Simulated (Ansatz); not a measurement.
# Convergence study of Pd

Which SCF settings change the result for Pd, and which only the effort? The default run comes first. The cell (1 atom) is Pd in the deposited crystal structure (space group Fm-3m). Source: COD entry 1011108; the sample's temperature and pressure aren't taken into account.

Computed with Ansatz 0.2.0 (DFT PBE, PAW, plane waves, scalar-relativistic, unless a step's input says otherwise).

5 further runs of the same task are left out: 1 that didn't finish, 4 set aside as unsound or not needed.

## (1) Starting point

The structure is cubic, space group Fm-3m (No. 225). Conventional cell: a = 3.958 Å, b = 3.958 Å, c = 3.958 Å, α = 90.00°, β = 90.00°, γ = 90.00°. Pd (site symmetry m-3m) is surrounded by 12 Pd at 2.80 Å.

Structure file:

```
Pd
1.0
     0.00000    1.97900    1.97900
     1.97900    0.00000    1.97900
     1.97900    1.97900    0.00000
Pd
1
Direct
  0.00000 0.00000 0.00000
```

In tables a label like Pd1 counts atoms in the order of input.yaml; a structure file may count by element.

After the default run come: Anderson, β 0.8, backtracking line search; linear mixing, β 0.3, no preconditioner; fixed occupations; iteration limit 10; MSR1 mixing, preconditioner none.

The search for lower states is off throughout, and inputs that name a mixer don't switch to direct minimisation unless they say so. Spin polarisation is off.

## (2) Default SCF settings

The input, input.yaml:

```yaml
crystal:
  lattice:
    - [0.0, 1.979, 1.979]
    - [1.979, 0.0, 1.979]
    - [1.979, 1.979, 0.0]
  atoms:
    - { symbol: Pd, position: [0.0, 0.0, 0.0] }
hamiltonian:
  xc: pbe
  pseudopotentials: { kind: paw }
basis:
  ecutwfc: 420
kpoints:
  mp_grid: { grid: [12, 12, 12] }
scf:
  occupations: { method: fermi_dirac, width: 0.1 }
  lower_state_search: "off"
output:
  forces: true
  stress: true
  write_density: true
  write_potential: true
  elf: true
  volumetric_format: npy
```

Run with:

```sh
ansatz run input.yaml --threads 2 --pin off --max-ram 5120MiB --backend cpu --events-out ev --progress --plain --runs-dir out
```

Standard output (excerpt; [...] marks lines left out):

```text
[...]
Pseudopotentials: kind: paw
Pseudopotential: Pd, paw, valence charge 18, recommended cutoff 420 eV (normal), Pd.paw.azcp
Functional definition: PBE
[...]
Crystal: 1 atoms, lattice volume = 15.501 Å³
Basis set: ecut = 420 eV, 307 PW (Γ), exchange–correlation on 40×40×40 points (8 copies of the dense FFT grid, shifted against one another)
Bands: 13, of which v1, the nominal top of the filled ones, is band 9 counted from 1 (8 counted from 0)
Symmetry: 48 space group operations
Space group: Fm-3m (ITA 225), of the structure as read, at distance tolerance 2.5e-5 Å
k-points: 72 of 1728
[...]
SCF iter   1: F=—  HF=-6972.888471 eV  |F-HF|=—  |Δ(HF+E_count)|=         —  Δρ=3.43e-3  dr2=6.78e-4  ethr=1.77e-3  ⟨swp⟩=5.0  Hψ=5382  notcnv=0
[...]
SCF iter   6: F=-6972.888535 eV  HF=-6972.888535 eV  |F-HF|=1.30e-8  |Δ(HF+E_count)|=   2.71e-8  Δρ=1.18e-5  dr2=1.98e-8  ethr=5.56e-10  ⟨swp⟩=6.0  Hψ=4258  notcnv=0
[...]
SCF converged after 6 iterations
Free energy (F): -6972.888535 eV
[...]
E sigma→0 (E₀):  -6972.855416 eV
Entropy (-TS):   -0.066239 eV (-66.239 meV/atom)
Fermi energy:    18.531892 eV
[...]
--- Forces (eV/Å), atoms counted from 1 ---
  atom   1  Pd    -0.00000000    -0.00000000     0.00000000
[...]
--- Stress (GPa, compression-positive) ---
       -1.676186      -0.000000      -0.000000
        0.000000      -1.676186       0.000000
        0.000000      -0.000000      -1.676186
  P = ⅓ Tr σ = -1.6762 GPa (-16.762 kbar)
--- Band table (eV; the first three rows and the last of 72) ---
  k-point 0: bands = ["-65.4607", "-30.9956", "-30.9956", "-30.9956", "11.7475", "15.8964", "15.8964", "15.8964", "17.3803", "17.3803", "35.5186", "39.9610", "39.9610"]
[...]
```

It took 0.55 s on 2 threads of Arm Neoverse V2, shared host; peak memory 0.26 GiB.

The reference: 6 iterations with the default settings (MSR1 mixing, preconditioner none); with no gap on the k-mesh.

Axes a, b and c in the maps are those of this run's conventional cell (a, b, c = 3.958, 3.958, 3.958 Å).

Density in a lattice plane of the grid's cell (edges 3.96 and 3.96 Å, at 0.000 of the third edge), which holds Pd.

Ten even steps from '0' (0.11 e/Å³) to '9' (13.88 e/Å³):
```
997521000000000000012579
775310000000000000001357
432100000000000000000123
110000000000000000000001
000000000000000000000000
000000000001110000000000
000000000123432100000000
000000001357775310000000
000000012579997521000000
000000013589998531000000
000000012579997521000000
000000001357775310000000
000000000123432100000000
000000000001110000000000
000000000000000000000000
110000000000000000000001
432100000000000000000123
775310000000000000001357
997521000000000000012579
998531000000000000013589
```
Columns run along the first of these edges and rows up along the second, over one cell in 24 and 20 even steps from the bottom left corner. Atoms in the plane (fractional): Pd at (0.00, 0.00), Pd at (0.50, 0.50).

ELF in the same plane.

Values, 12 rows by 12 columns:
```
0.43 0.50 0.48 0.26 0.18 0.16 0.15 0.16 0.18 0.26 0.48 0.50
0.54 0.48 0.33 0.20 0.18 0.18 0.18 0.18 0.18 0.20 0.33 0.48
0.31 0.26 0.20 0.20 0.20 0.26 0.31 0.26 0.20 0.20 0.20 0.26
0.18 0.18 0.18 0.20 0.33 0.48 0.54 0.48 0.33 0.20 0.18 0.18
0.15 0.16 0.18 0.26 0.48 0.50 0.43 0.50 0.48 0.26 0.18 0.16
0.15 0.15 0.18 0.31 0.54 0.43 0.22 0.43 0.54 0.31 0.18 0.15
0.15 0.16 0.18 0.26 0.48 0.50 0.43 0.50 0.48 0.26 0.18 0.16
0.18 0.18 0.18 0.20 0.33 0.48 0.54 0.48 0.33 0.20 0.18 0.18
0.31 0.26 0.20 0.20 0.20 0.26 0.31 0.26 0.20 0.20 0.20 0.26
0.54 0.48 0.33 0.20 0.18 0.18 0.18 0.18 0.18 0.20 0.33 0.48
0.43 0.50 0.48 0.26 0.18 0.16 0.15 0.16 0.18 0.26 0.48 0.50
0.22 0.43 0.54 0.31 0.18 0.15 0.15 0.15 0.18 0.31 0.54 0.43
```
Columns run along the first of these edges and rows up along the second, over one cell in 12 and 12 even steps from the bottom left corner. Atoms in the plane (fractional): Pd at (0.00, 0.00), Pd at (0.50, 0.50).

Both are smooth fields of the valence electrons: close to the nuclei they are not physical.

## (3) Anderson, β 0.8, backtracking line search

Edit input.yaml of step 2 so:

```diff
@@ -17,2 +17,5 @@
   lower_state_search: "off"
+  algorithm: density_mixing
+  max_iter: 80
+  mixing: { algorithm: anderson, beta: 0.8, globalisation: backtrack }
 output:
@@ -20,5 +23 @@
   stress: true
-  write_density: true
-  write_potential: true
-  elf: true
-  volumetric_format: npy
```

Run with:

```sh
ansatz run input.yaml --threads 2 --pin off --max-ram 5120MiB --backend cpu --events-out ev --progress --plain --runs-dir out
```

Standard output (excerpt; [...] marks lines left out):

```text
[... 20 lines as in an earlier run ...]
[...]
SCF iter   1: F=—  HF=-6972.888302 eV  |F-HF|=—  |Δ(HF+E_count)|=         —  Δρ=3.34e-3  dr2=5.97e-4  ethr=1.06e-6  ⟨swp⟩=2.8  Hψ=7263  notcnv=0
[...]
SCF iter   4: F=-6972.888535 eV  HF=-6972.888535 eV  |F-HF|=9.20e-9  |Δ(HF+E_count)|=   1.94e-6  Δρ=3.27e-5  dr2=6.87e-8  ethr=1.67e-10  ⟨swp⟩=2.9  Hψ=3902  notcnv=0
[...]
SCF converged after 4 iterations
Stability not checked: this state was not tested for a lower state beside it, because the mixer in use, unlike msr1, does not test its closes by its own steps (another_mixer; see scf.mixing.algorithm and scf.lower_state_search)
Free energy (F): -6972.888535 eV
[...]
E sigma→0 (E₀):  -6972.855415 eV
Entropy (-TS):   -0.066239 eV (-66.239 meV/atom)
Fermi energy:    18.531892 eV
[... 23 lines left out: energy terms, forces, stress ...]
```

Run time: 0.42 s. Hardware: 2 threads of Arm Neoverse V2, shared host; peak memory 0.25 GiB.

4 iterations against 6; the same free energy.

## (4) Linear mixing, β 0.3, no preconditioner

Edit input.yaml of step 3 so:

```diff
@@ -19,3 +19,3 @@
   max_iter: 80
-  mixing: { algorithm: anderson, beta: 0.8, globalisation: backtrack }
+  mixing: { algorithm: anderson, ndim: 1, beta: 0.3, preconditioner: none }
 output:
```

Run with:

```sh
ansatz run input.yaml --threads 2 --pin off --max-ram 5120MiB --backend cpu --events-out ev --progress --plain --runs-dir out
```

Standard output (excerpt; [...] marks lines left out):

```text
[... 20 lines as in an earlier run ...]
SCF iter   1: F=—  HF=-6972.888471 eV  |F-HF|=—  |Δ(HF+E_count)|=         —  Δρ=3.43e-3  dr2=6.78e-4  ethr=1.77e-3  ⟨swp⟩=5.0  Hψ=5382  notcnv=0
[...]
SCF iter  12: F=-6972.888535 eV  HF=-6972.888535 eV  |F-HF|=1.90e-7  |Δ(HF+E_count)|=   1.93e-7  Δρ=5.27e-5  dr2=6.76e-8  ethr=5.56e-10  ⟨swp⟩=3.0  Hψ=2554  notcnv=0
[...]
SCF converged after 12 iterations
[... 1 line as in an earlier run ...]
Free energy (F): -6972.888535 eV
[...]
E sigma→0 (E₀):  -6972.855416 eV
Entropy (-TS):   -0.066238 eV (-66.238 meV/atom)
Fermi energy:    18.531673 eV
[... 23 lines left out: energy terms, forces, stress ...]
```

Wall time 0.52 s (2 threads of Arm Neoverse V2, shared host); peak memory 0.25 GiB.

12 iterations against 6; the same free energy.

## (5) Fixed occupations

Edit input.yaml of step 4 so:

```diff
@@ -15,7 +15,5 @@
 scf:
-  occupations: { method: fermi_dirac, width: 0.1 }
+  occupations: { method: fixed }
   lower_state_search: "off"
-  algorithm: density_mixing
   max_iter: 80
-  mixing: { algorithm: anderson, ndim: 1, beta: 0.3, preconditioner: none }
 output:
```

Run with:

```sh
ansatz run input.yaml --threads 2 --pin off --max-ram 5120MiB --backend cpu --events-out ev --progress --plain --runs-dir out
```

Standard output (excerpt; [...] marks lines left out):

```text
[... 20 lines as in an earlier run ...]
SCF iter   1: F=—  HF=-6972.564484 eV  |F-HF|=—  |Δ(HF+E_count)|=         —  Δρ=2.52e-2  dr2=2.43e-2  ethr=1.77e-3  ⟨swp⟩=4.8  Hψ=4849  notcnv=0  defer=132
[...]
SCF iter   6: F=-6972.558060 eV  HF=-6972.558060 eV  |F-HF|=8.09e-11  |Δ(HF+E_count)|=   1.13e-9  Δρ=1.45e-6  dr2=2.04e-10  ethr=4.09e-10  ⟨swp⟩=3.3  Hψ=4155  notcnv=0
WARN: a fill by count may have filled part of one level: at k-index 0 the highest filled band, 17.435688 eV, and the lowest empty band, 17.435688 eV, stand 0.000e0 eV apart, within the solve's uncertainty, 3.162e-4 eV. If they are one level, whatever splits it, however little, can move [...]
SCF converged after 6 iterations
Free energy (F): -6972.558060 eV
[...]
E sigma→0 (E₀):  -6972.558060 eV
Fermi energy:    18.887872 eV
[...]
--- Forces (eV/Å), atoms counted from 1 ---
  atom   1  Pd    -0.00000000    -0.00000000     0.00000000
[...]
--- Stress (GPa, compression-positive) ---
        3.579439       0.000000       0.000000
       -0.000000       3.579439       0.000000
        0.000000       0.000000       3.579439
  P = ⅓ Tr σ = 3.5794 GPa (35.794 kbar)
--- Band table (eV; the first three rows and the last of 72) ---
  k-point 0: bands = ["-65.3425", "-30.8863", "-30.8863", "-30.8863", "11.7529", "15.9831", "15.9831", "15.9831", "17.4357", "17.4357", "35.5484", "39.9448", "39.9448"]
[...]
```

Run time: 0.54 s. Hardware: 2 threads of Arm Neoverse V2, shared host; peak memory 0.25 GiB.

6 iterations, as in the default run; free energy shifted by +330 meV/atom, zero-width estimate shifted by +297 meV/atom, but the bands overlap, so whole fillings don't suit this cell, pressure 3.6 GPa against -1.7.

## (6) Iteration limit 10

Edit input.yaml of step 5 so:

```diff
@@ -15,5 +15,5 @@
 scf:
-  occupations: { method: fixed }
+  occupations: { method: fermi_dirac, width: 0.1 }
   lower_state_search: "off"
-  max_iter: 80
+  max_iter: 10
 output:
```

Run with:

```sh
ansatz run input.yaml --threads 2 --pin off --max-ram 5120MiB --backend cpu --events-out ev --progress --plain --runs-dir out
```

Standard output (excerpt; [...] marks lines left out):

```text
[... 20 lines as in an earlier run ...]
SCF iter   1: F=—  HF=-6972.888471 eV  |F-HF|=—  |Δ(HF+E_count)|=         —  Δρ=3.43e-3  dr2=6.78e-4  ethr=1.77e-3  ⟨swp⟩=5.0  Hψ=5382  notcnv=0
[...]
SCF iter   6: F=-6972.888535 eV  HF=-6972.888535 eV  |F-HF|=1.28e-8  |Δ(HF+E_count)|=   2.70e-8  Δρ=1.18e-5  dr2=1.96e-8  ethr=5.56e-10  ⟨swp⟩=3.4  Hψ=2587  notcnv=0
[...]
SCF converged after 6 iterations
Free energy (F): -6972.888535 eV
[...]
E sigma→0 (E₀):  -6972.855416 eV
Entropy (-TS):   -0.066239 eV (-66.239 meV/atom)
Fermi energy:    18.531891 eV
[... 23 lines left out: energy terms, forces, stress ...]
```

Run time: 0.44 s. Hardware: 2 threads of Arm Neoverse V2, shared host; peak memory 0.26 GiB.

6 iterations, as in the default run; the same free energy.

## (7) MSR1 mixing, preconditioner none

Edit input.yaml of step 6 so:

```diff
@@ -17,3 +17,5 @@
   lower_state_search: "off"
-  max_iter: 10
+  algorithm: density_mixing
+  max_iter: 80
+  mixing: { algorithm: msr1, preconditioner: none }
 output:
```

Run with:

```sh
ansatz run input.yaml --threads 2 --pin off --max-ram 5120MiB --backend cpu --events-out ev --progress --plain --runs-dir out
```

Standard output (excerpt; [...] marks lines left out):

```text
[... 20 lines as in an earlier run ...]
SCF iter   1: F=—  HF=-6972.888471 eV  |F-HF|=—  |Δ(HF+E_count)|=         —  Δρ=3.43e-3  dr2=6.78e-4  ethr=1.77e-3  ⟨swp⟩=5.0  Hψ=5382  notcnv=0
[...]
SCF iter   6: F=-6972.888535 eV  HF=-6972.888535 eV  |F-HF|=1.78e-10  |Δ(HF+E_count)|=   6.68e-8  Δρ=1.39e-6  dr2=5.02e-11  ethr=2.60e-10  ⟨swp⟩=2.0  Hψ=3041  notcnv=0
[...]
SCF converged after 6 iterations
Free energy (F): -6972.888535 eV
[...]
E sigma→0 (E₀):  -6972.855416 eV
Entropy (-TS):   -0.066239 eV (-66.239 meV/atom)
Fermi energy:    18.531750 eV
[... 23 lines left out: energy terms, forces, stress ...]
```

Wall time 0.44 s (2 threads of Arm Neoverse V2, shared host); peak memory 0.25 GiB.

The count stays at 6. Against the default run: the same free energy.

## (8) The runs side by side

```tsv
step	settings	iterations	time	against the default run
2	default SCF settings	6	0.55 s	reference
3	Anderson, β 0.8, backtracking line search	4	0.42 s	the same free energy
4	linear mixing, β 0.3, no preconditioner	12	0.52 s	the same free energy
5	fixed occupations	6	0.54 s	free energy shifted by +330 meV/atom, zero-width estimate shifted by +297 meV/atom, but the bands overlap, so whole fillings don't suit this cell, pressure 3.6 GPa against -1.7
6	iteration limit 10	6	0.44 s	the same free energy
7	MSR1 mixing, preconditioner none	6	0.44 s	the same free energy
```

Decimal logarithm of the largest residual (eV) by iteration, counted through all cycles of a run:

| iteration | step 2 | step 3 | step 4 | step 5 | step 6 | step 7 |
| --- | --- | --- | --- | --- | --- | --- |
| 1 | -3.2 | -3.2 | -3.2 | -1.6 | -3.2 | -3.2 |
| 2 | -4.0 | -4.3 | -4.0 | -2.2 | -4.0 | -3.7 |
| 3 | -4.5 | -4.8 | -4.3 | -2.9 | -4.5 | -4.6 |
| 4 | -6.5 | -7.2 | -4.6 | -6.1 | -6.5 | -5.7 |
| 5 | -6.8 | - | -4.9 | -7.1 | -6.8 | -7.3 |
| 6 | -7.7 | - | -5.3 | -9.7 | -7.7 | -10.3 |
| 7 | - | - | -5.6 | - | - | - |
| 8 | - | - | -5.9 | - | - | - |
| 9 | - | - | -6.2 | - | - | - |
| 10 | - | - | -6.5 | - | - | - |
| 11 | - | - | -6.9 | - | - | - |
| 12 | - | - | -7.2 | - | - | - |

## (9) Outcome

| quantity | value |
| --- | --- |
| default run | 6 iterations, with no gap on the k-mesh |
| fewest iterations to that state among the runs shown | 4 (Anderson, β 0.8, backtracking line search) |
| most iterations to it | 12 (linear mixing, β 0.3, no preconditioner) |
| runs that end in another state, among changes of path alone | 0 |
| largest shift of the free energy by occupations, cutoff, mesh or field | +330 meV/atom (fixed occupations) |

5 runs solve the same problem and reach the default's state, in 4 to 12 iterations: there the settings change the path, not the answer. Occupations, cutoff, mesh and fields change the problem that is solved, not just the path; the largest shift here is that of “fixed occupations”. Other settings tried on this cell gave no result: 0 bands beyond the filled ones (input refused); linear mixing, β 0.7, no preconditioner (not converged after 80 iterations, cycles); Anderson, β 1.5, history 8 (input refused). Counts include iterations that the program adds to test a close, so a difference of one or two ranks nothing. The starting density is a sum of atomic densities corrected by a trained network, so it is already close to self-consistency.
